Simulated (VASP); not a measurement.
# CdTe: how cutoff and mesh change the relaxed cell

How far does the relaxed cell of CdTe depend on cutoff and k mesh? The starting structure is a measured crystal structure from the Crystallography Open Database. The first relaxation on each setting starts from this cell expanded by 3 % in volume.

Program: VASP 6.6.1. Level of theory: Kohn-Sham DFT with plane waves and PAW; PBEsol. Results are calculated unless marked as measured.

## Step 1: Set-up

It takes space group F-43m (No. 216, cubic). The conventional cell has a = 6.480 Å, b = 6.480 Å, c = 6.480 Å, α = 90.00°, β = 90.00°, γ = 90.00°. Nearest to Te lie 4 Cd at 2.81 Å. Cd has 4 Te at 2.81 Å nearest. Farther neighbours and most contacts between anions are not listed.

As a file:

```xyz
2
Lattice="0.0000 3.2400 3.2400 3.2400 0.0000 3.2400 3.2400 3.2400 0.0000" Properties=species:S:1:pos:R:3 pbc="T T T"
Te    4.8600    4.8600    4.8600
Cd    0.0000    0.0000    0.0000
```

## Step 2: Reference relaxation

INCAR reads:

```
SYSTEM = CdTe
PREC = Accurate
ENCUT = 450
EDIFF = 1E-06
NELM = 100
ISMEAR = 0
SIGMA = 0.03
LREAL = .FALSE.
ALGO = Normal
GGA = PS
NBANDS = 15
LORBIT = 11
LWAVE = .FALSE.
LCHARG = .FALSE.
KPAR = 4
IBRION = 2
NSW = 50
ISIF = 3
EDIFFG = -0.004
```

POSCAR reads:

```
CdTe
1.0
    0.0000000000      3.2720812943      3.2720812943
    3.2720812943      0.0000000000      3.2720812943
    3.2720812943      3.2720812943      0.0000000000
Te Cd
1 1
Direct
    0.7500000000      0.7500000000      0.7500000000
    0.0000000000      0.0000000000      0.0000000000
```

KPOINTS reads:

```
Automatic mesh
0
Gamma
6 6 6
0 0 0
```

PAW data sets: Te and Cd (PBE family, release 64).

Started as:

```console
$ mpirun -np 4 vasp_std
```

The log of the run:

```text
[banner, memory and clock lines left out]
running    4 mpi-ranks, on    1 nodes
 distrk:  each k-point on    1 cores,    4 groups
 distr:  one band on    1 cores,    1 groups

 POSCAR found type information on POSCAR TeCd
 POSCAR found :  2 types and       2 ions
|                                                                             |
|               ----> ADVICE to this user running VASP <----                  |
|                                                                             |
|     You enforced a specific xc type in the INCAR file but a different       |
|     [... a line on the potential file left out ...]
|     I HOPE YOU KNOW WHAT YOU ARE DOING!                                     |
|                                                                             |

 LDA part: xc-table for (Slater+PW92), standard interpolation
 POSCAR, INCAR and KPOINTS ok, starting setup
 FFT: planning ... GRIDC
 FFT: planning ... GRID_SOFT
 FFT: planning ... GRID
 WAVECAR not read
 entering main loop
       N       E                     dE             d eps       ncg     rms          rms(c)
DAV:   1     0.836774600330E+02    0.83677E+02   -0.75676E+03   504   0.913E+02
DAV:   2    -0.270307251897E+01   -0.86381E+02   -0.82997E+02   585   0.229E+02
DAV:   3    -0.570738504918E+01   -0.30043E+01   -0.29992E+01   571   0.437E+01
DAV:   4    -0.573768033106E+01   -0.30295E-01   -0.30294E-01   755   0.369E+00
DAV:   5    -0.573775036025E+01   -0.70029E-04   -0.70029E-04   606   0.165E-01    0.511E+00
DAV:   6    -0.549764625432E+01    0.24010E+00   -0.46081E-01   515   0.864E+00    0.432E+00
DAV:   7    -0.547990134110E+01    0.17745E-01   -0.10135E-01   585   0.217E+00    0.177E+00
DAV:   8    -0.547896952507E+01    0.93182E-03   -0.94674E-03   536   0.116E+00    0.492E-01
DAV:   9    -0.547894624634E+01    0.23279E-04   -0.76550E-04   564   0.292E-01    0.106E-01
DAV:  10    -0.547898002611E+01   -0.33780E-04   -0.10547E-04   564   0.996E-02    0.534E-02
DAV:  11    -0.547900603149E+01   -0.26005E-04   -0.44665E-05   544   0.375E-02    0.309E-02
DAV:  12    -0.547900452650E+01    0.15050E-05   -0.36908E-06   564   0.135E-02    0.168E-02
DAV:  13    -0.547900445960E+01    0.66897E-07   -0.36749E-07   387   0.357E-03
   1 F= -.54790045E+01 E0= -.54790045E+01  d E =-.547900E+01
[... from here on, the cycles between the ionic steps are left out ...]
   2 F= -.54832092E+01 E0= -.54832092E+01  d E =-.420470E-02
   3 F= -.54835612E+01 E0= -.54835612E+01  d E =-.455672E-02
   4 F= -.54835561E+01 E0= -.54835561E+01  d E =-.455166E-02
   5 F= -.54835564E+01 E0= -.54835564E+01  d E =-.314925E-06
   6 F= -.54835575E+01 E0= -.54835575E+01  d E =-.142594E-05
   7 F= -.54835577E+01 E0= -.54835577E+01  d E =-.138985E-06
   8 F= -.54835578E+01 E0= -.54835578E+01  d E =-.210889E-06
   9 F= -.54835579E+01 E0= -.54835579E+01  d E =-.339523E-06
  10 F= -.54835581E+01 E0= -.54835581E+01  d E =-.593126E-06
  11 F= -.54835586E+01 E0= -.54835586E+01  d E =-.108480E-05
 curvature:  -0.06 expect dE=-0.864E-06 dE for cont linesearch -0.864E-06
 ZBRENT: increasing intervall
 opt :   0.2445  next Energy=    -5.483560 (dE=-0.269E-05)
 bond charge predicted
       N       E                     dE             d eps       ncg     rms          rms(c)
DAV:   1    -0.548356137159E+01   -0.22683E-05   -0.31611E-05   564   0.667E-02    0.920E-03
DAV:   2    -0.548355956345E+01    0.18081E-05   -0.39906E-06   368   0.286E-02    0.403E-03
DAV:   3    -0.548355944127E+01    0.12218E-06   -0.38090E-07   240   0.608E-03
  12 F= -.54835594E+01 E0= -.54835594E+01  d E =-.189721E-05
 curvature:  -0.11 expect dE=-0.510E-06 dE for cont linesearch -0.510E-06
 trial: gam=-0.21367 g(F)=  0.251E-45 g(S)=  0.451E-05 ort = 0.650E-05 (trialstep = 0.510E-01)
 search vector abs. value=  0.216E-05
 reached required accuracy - stopping structural energy minimisation
```

It took 11 s on 4 MPI ranks of Intel Xeon 6975P-C (Granite Rapids), shared host; peak memory 0.73 GiB; 41 s of CPU time.

Lines that name or quote the potential files are left out of all logs, and their timing lines are given in words.

OUTCAR, selected parts (step 2):

```text
ion  position               nearest neighbor table
   1  0.750  0.750  0.750-   2 2.83   2 2.83   2 2.83   2 2.83
   2  0.000  0.000  0.000-   1 2.83   1 2.83   1 2.83   1 2.83

  LATTYP: Found a face centered cubic cell.
 ALAT       =     6.5441625886

 Subroutine GETGRP returns: Found 24 space group operations
 (whereof 24 operations were pure point group operations)

The static configuration has the point symmetry T_d .

 Found     16 irreducible k-points:

   k-points           NKPTS =     16   k-points in BZ     NKDIM =     16   number of bands    NBANDS=     15

   dimension x,y,z NGX =    32 NGY =   32 NGZ =   32
   dimension x,y,z NGXF=    64 NGYF=   64 NGZF=   64

   ENCUT  =  450.0 eV  33.07 Ry    5.75 a.u.   8.00  8.00  8.00*2*pi/ulx,y,z

   NELECT =      18.0000    total number of electrons

 k-points in reciprocal lattice and weights: Automatic mesh
   0.00000000  0.00000000  0.00000000       0.005
   0.16666667  0.00000000  0.00000000       0.037
   0.33333333  0.00000000  0.00000000       0.037
   0.50000000  0.00000000  0.00000000       0.019
   0.16666667  0.16666667  0.00000000       0.028
   0.33333333  0.16666667  0.00000000       0.111
   0.50000000  0.16666667  0.00000000       0.111
  -0.33333333  0.16666667  0.00000000       0.111
  -0.16666667  0.16666667  0.00000000       0.056
[...]
-0.33333333  0.33333333  0.16666667       0.111
  -0.33333333  0.50000000  0.16666667       0.056

 average (electrostatic) potential at core
       1 -91.2990       2 -39.0172

 E-fermi :   2.3290

 k-point     1 :       0.0000    0.0000    0.0000
  band No.  band energies     occupation
    ...
      5      -5.8242      2.00000
      6      -5.8242      2.00000
      7       2.1529      2.00000
      8       2.1529      2.00000
      9       2.1529      2.00000
     10       2.7922      0.00000
     11       6.7002      0.00000
     12       6.7002      0.00000
     13       6.7002      0.00000
     14       9.4407      0.00000
    ...

 k-point     2 :       0.1667    0.0000    0.0000
  band No.  band energies     occupation
    ...
      5      -5.8255      2.00000
      6      -5.8255      2.00000
      7       0.3859      2.00000
      8       1.9248      2.00000
      9       1.9248      2.00000
     10       3.9158      0.00000
     11       6.7920      0.00000
     12       7.0377      0.00000
     13       7.0377      0.00000
     14      10.4439      0.00000
    ...

 k-point     3 :       0.3333    0.0000    0.0000
  band No.  band energies     occupation
    ...
      5      -5.8215      2.00000
      6      -5.7288      2.00000
      7      -1.4463      2.00000
      8       1.5441      2.00000
      9       1.5441      2.00000
     10       3.9861      0.00000
     11       7.3194      0.00000
     12       7.3194      0.00000
     13       8.2949      0.00000
     14      10.0756      0.00000
    ...

  Total       -0.0078988     -0.0078988     -0.0078988      0.0000000     -0.0000000     -0.0000000
  in kB       -0.1846783     -0.1846783     -0.1846783      0.0000000     -0.0000000     -0.0000000
  external PRESSURE =      -0.1846783 kB  Pullay stress =       0.0000000 kB

  energy-cutoff  :      450.00
  volume of cell :       68.53
      direct lattice vectors                 reciprocal lattice vectors
    -0.000000000  3.247938374  3.247938374    -0.153943808  0.153943808  0.153943808
     3.247938374 -0.000000000  3.247938374     0.153943808 -0.153943808  0.153943808
     3.247938374  3.247938374 -0.000000000     0.153943808  0.153943808 -0.153943808

 POSITION                                       TOTAL-FORCE (eV/Angst)
 -----------------------------------------------------------------------------------
      4.87191      4.87191      4.87191        -0.000000     -0.000000     -0.000000
      0.00000      0.00000      0.00000         0.000000      0.000000      0.000000
 -----------------------------------------------------------------------------------
    total drift:                                0.000001      0.000001      0.000001

  FREE ENERGIE OF THE ION-ELECTRON SYSTEM (eV)
  ---------------------------------------------------
  free  energy   TOTEN  =        -5.4835594413 eV

  energy  without entropy=       -5.4835594413  energy(sigma->0) =       -5.48355944

 reached required accuracy - stopping structural energy minimisation

 total charge
# of ion       s       p       d       tot
------------------------------------------
    1        1.352   2.045   0.021   3.417
    2        0.472   0.316   9.528  10.315
--------------------------------------------------
tot          1.823   2.360   9.549  13.732

[... 3 further parts left out ...]
```

CONTCAR:

```
CdTe
   1.00000000000000
    -0.0000000000000000    3.2479383738346330    3.2479383738346330
     3.2479383738346330   -0.0000000000000000    3.2479383738346330
     3.2479383738346330    3.2479383738346330   -0.0000000000000000
  Te              Cd
     1     1
Direct
     0.7500000000000000    0.7500000000000000    0.7500000000000000
     0.0000000000000000    0.0000000000000000    0.0000000000000000
```

Logs of long relaxations may skip ionic steps without a mark.

The PAW data sets were made with PBE, which is usual practice but a small mismatch for other functionals. The run keeps the 24 symmetry operations of its start, so it cannot find a distortion of lower symmetry.

The reference relaxation ends at 34.263 Å³ an atom. Pressures at 0.985 and 1.015 times this volume, from two more relaxations that aren't shown, give a bulk modulus of 41.5 GPa.

## Step 3: Relaxation with a cutoff of 270 eV

Against step 2 the input has ENCUT = 270. This run starts from the cell of an earlier relaxation, which isn't shown; the restart sets up the plane waves anew.

INCAR, as its differences from that of step 2:

```diff
@@ -2,3 +2,3 @@
 PREC = Accurate
-ENCUT = 450
+ENCUT = 270
 EDIFF = 1E-06
```

POSCAR reads:

```
CdTe
1.0
    0.0000000000      3.2336319523      3.2336319523
    3.2336319523      0.0000000000      3.2336319523
    3.2336319523      3.2336319523      0.0000000000
Te Cd
1 1
Direct
    0.7500000000      0.7500000000      0.7500000000
    0.0000000000      0.0000000000      0.0000000000
```

KPOINTS is that of step 2.

Started as:

```console
$ mpirun -np 4 vasp_std
```

The log of the run:

```text
[banner, memory and clock lines left out]
running    4 mpi-ranks, on    1 nodes
[...]
[... a notice as in an earlier step ...]

 LDA part: xc-table for (Slater+PW92), standard interpolation
 POSCAR, INCAR and KPOINTS ok, starting setup
[...]
entering main loop
       N       E                     dE             d eps       ncg     rms          rms(c)
DAV:   1     0.609204287942E+02    0.60920E+02   -0.61233E+03   512   0.619E+02
DAV:   2    -0.399381086033E+01   -0.64914E+02   -0.62889E+02   613   0.183E+02
DAV:   3    -0.571973800022E+01   -0.17259E+01   -0.17238E+01   585   0.310E+01
DAV:   4    -0.573826620177E+01   -0.18528E-01   -0.18528E-01   711   0.263E+00
[...]
DAV:  11    -0.547768781547E+01   -0.23501E-04   -0.44543E-05   509   0.387E-02    0.363E-02
DAV:  12    -0.547768592407E+01    0.18914E-05   -0.36390E-06   578   0.126E-02    0.192E-02
DAV:  13    -0.547768580140E+01    0.12267E-06   -0.34791E-07   366   0.306E-03
   1 F= -.54776858E+01 E0= -.54776858E+01  d E =-.547769E+01
[... from here on, the cycles between the ionic steps are left out ...]
   2 F= -.54779549E+01 E0= -.54779549E+01  d E =-.269123E-03
   3 F= -.54783045E+01 E0= -.54783045E+01  d E =-.618671E-03
   4 F= -.54783020E+01 E0= -.54783020E+01  d E =-.616209E-03
   5 F= -.54783037E+01 E0= -.54783037E+01  d E =-.617931E-03
[...]
reached required accuracy - stopping structural energy minimisation
```

Wall time 5.2 s (4 MPI ranks); peak memory 0.59 GiB.

Parts of OUTCAR (step 3):

```text
  Total       -0.0062462     -0.0062462     -0.0062462      0.0000000      0.0000000      0.0000000
  in kB       -0.1490079     -0.1490079     -0.1490079      0.0000000      0.0000000      0.0000000
  external PRESSURE =      -0.1490079 kB  Pullay stress =       0.0000000 kB

 POSITION                                       TOTAL-FORCE (eV/Angst)
 -----------------------------------------------------------------------------------
      4.83934      4.83934      4.83934        -0.000000     -0.000000     -0.000000
      0.00000      0.00000      0.00000         0.000000      0.000000      0.000000
 -----------------------------------------------------------------------------------
    total drift:                                0.000002      0.000002      0.000002

  FREE ENERGIE OF THE ION-ELECTRON SYSTEM (eV)
  ---------------------------------------------------
  free  energy   TOTEN  =        -5.4783037323 eV

  energy  without entropy=       -5.4783037323  energy(sigma->0) =       -5.47830373

[... 2 parts as in an earlier step ...]

[... 2 further parts left out ...]
[key lines of the parts left out:]
E-fermi :   2.5009
```

With a cutoff of 270 eV the cell ends at 33.580 Å³ an atom, -1.99 % from the reference; the bulk modulus is 44.8 GPa against 41.5 GPa.

## Step 4: Relaxation with a 3×3×3 mesh

Against step 2 the input has a 3×3×3 mesh (also changed: KPAR and NCORE).

INCAR, as its differences from that of step 3:

```diff
@@ -2,3 +2,3 @@
 PREC = Accurate
-ENCUT = 270
+ENCUT = 450
 EDIFF = 1E-06
@@ -14,3 +14,4 @@
 LCHARG = .FALSE.
-KPAR = 4
+KPAR = 2
+NCORE = 2
 IBRION = 2
```

POSCAR reads:

```
CdTe
1.0
    0.0000000000      3.2720812943      3.2720812943
    3.2720812943      0.0000000000      3.2720812943
    3.2720812943      3.2720812943      0.0000000000
Te Cd
1 1
Direct
    0.7500000000      0.7500000000      0.7500000000
    0.0000000000      0.0000000000      0.0000000000
```

KPOINTS reads:

```
Automatic mesh
0
Gamma
3 3 3
0 0 0
```

Started as:

```console
$ mpirun -np 4 vasp_std
```

The log of the run:

```text
[banner, memory and clock lines left out]
running    4 mpi-ranks, on    1 nodes
[...]
[... a notice as in an earlier step ...]

 LDA part: xc-table for (Slater+PW92), standard interpolation
 POSCAR, INCAR and KPOINTS ok, starting setup
[...]
entering main loop
       N       E                     dE             d eps       ncg     rms          rms(c)
DAV:   1     0.966862608576E+02    0.96686E+02   -0.75907E+03   120   0.919E+02
DAV:   2    -0.202575876968E+01   -0.98712E+02   -0.94681E+02   148   0.234E+02
DAV:   3    -0.550823781699E+01   -0.34825E+01   -0.34755E+01   134   0.477E+01
DAV:   4    -0.553887580766E+01   -0.30638E-01   -0.30637E-01   173   0.380E+00
[...]
DAV:  11    -0.523213906652E+01   -0.52711E-04   -0.10069E-04   128   0.618E-02    0.432E-02
DAV:  12    -0.523213625959E+01    0.28069E-05   -0.63203E-06   134   0.197E-02    0.237E-02
DAV:  13    -0.523213611279E+01    0.14681E-06   -0.58512E-07    74   0.416E-03
   1 F= -.52321361E+01 E0= -.52321361E+01  d E =-.523214E+01
[...]
DAV:   1    -0.523396953794E+01   -0.18333E-02   -0.34272E-02   120   0.217E+00    0.310E-01
DAV:   2    -0.523238096713E+01    0.15886E-02   -0.39145E-03   120   0.903E-01    0.100E-01
DAV:   3    -0.523221790526E+01    0.16306E-03   -0.35599E-04   127   0.187E-01    0.829E-02
DAV:   4    -0.523219691004E+01    0.20995E-04   -0.43127E-05   120   0.470E-02    0.131E-02
DAV:   5    -0.523219664035E+01    0.26969E-06   -0.43674E-06   120   0.254E-02
   2 F= -.52321966E+01 E0= -.52321966E+01  d E =-.605276E-04
 trial-energy change:   -0.000061  1 .order   -0.000051   -0.000145    0.000044
 step:   0.8151(harm=  0.7686)  dis= 0.00000  next Energy=    -5.232201 (dE=-0.645E-04)
[...]
N       E                     dE             d eps       ncg     rms          rms(c)
DAV:   1    -0.523225878102E+01   -0.61871E-04   -0.11363E-03   120   0.396E-01    0.564E-02
DAV:   2    -0.523220732103E+01    0.51460E-04   -0.13005E-04   120   0.165E-01    0.191E-02
DAV:   3    -0.523220157647E+01    0.57446E-05   -0.11590E-05   120   0.343E-02    0.157E-02
DAV:   5    -0.523219984300E+01    0.16350E-06   -0.18926E-07    60   0.491E-03
   3 F= -.52321998E+01 E0= -.52321998E+01  d E =-.637302E-04
[...]
reached required accuracy - stopping structural energy minimisation
```

Run time: 2.2 s. Hardware: 4 MPI ranks; peak memory 0.59 GiB.

OUTCAR, selected parts (step 4):

```text
  Total       -0.0010864     -0.0010864     -0.0010864     -0.0000000     -0.0000000      0.0000000
  in kB       -0.0249080     -0.0249080     -0.0249080     -0.0000000     -0.0000000      0.0000000
  external PRESSURE =      -0.0249080 kB  Pullay stress =       0.0000000 kB

 POSITION                                       TOTAL-FORCE (eV/Angst)
 -----------------------------------------------------------------------------------
      4.90380      4.90380      4.90380        -0.000000     -0.000000     -0.000000
      0.00000      0.00000      0.00000         0.000000      0.000000      0.000000
 -----------------------------------------------------------------------------------
    total drift:                                0.000001      0.000001      0.000001

  FREE ENERGIE OF THE ION-ELECTRON SYSTEM (eV)
  ---------------------------------------------------
  free  energy   TOTEN  =        -5.2321998430 eV

  energy  without entropy=       -5.2321998430  energy(sigma->0) =       -5.23219984

[... 1 part as in an earlier step ...]

[... 3 further parts left out ...]
[key lines of the parts left out:]
E-fermi :   2.2508
```

The log as kept lacks single lines of electronic cycles.

With a 3×3×3 mesh the cell ends at 34.940 Å³ an atom, +1.98 % from the reference; the bulk modulus is 40.0 GPa against 41.5 GPa.

(Continued in part 2 of 2.)

[Lines on the potential files, build, host, timing and source positions are cut from VASP's logs without a mark.]

[Logs are printed without paths, hosts, clocks, repeated set-up lines and the standing remarks that a program may print on its own settings, such as how far it seeks lower states.]

[Hosts, paths, dates, database ids (printed as entryN), source tags and the programs' standing remarks are cut or masked in the printed files.]
